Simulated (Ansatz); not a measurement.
ZnTe (zinc blende, F-43m), a = 6.114 Å, b = 6.114 Å, c = 6.114 Å, α = 90.00°, β = 90.00°, γ = 90.00°; the cell used has 2 atoms.

Relaxed with r²SCAN.

Problem. Tabulate the valence density and the electron localisation function along the shortest Te–Zn contact (2.65 Å), plane-wave PAW r²SCAN (Ansatz code).

Solution. 

```csv
distance from Te (Å),density (e/Å³),ELF
0.26,13.46,0.01
0.40,9.48,0.03
0.53,5.61,0.13
0.66,2.75,0.30
0.79,1.27,0.45
0.93,0.79,0.55
1.06,0.62,0.64
1.19,0.49,0.71
1.32,0.41,0.68
1.46,0.37,0.49
1.59,0.38,0.28
1.72,0.48,0.20
1.85,0.73,0.16
1.99,1.37,0.10
2.12,3.30,0.04
2.25,9.05,0.01
2.38,21.56,0.00
```

The density is the valence pseudo-density with augmentation charge, so density and ELF within about 1 Å of a nucleus are not all-electron values.

Symmetry was held in the r²SCAN relaxation; of distortions, only those at the zone centre were tested. Spin–orbit coupling is left out wherever it is not named.

Potentials: the later of the program's two PAW sets.
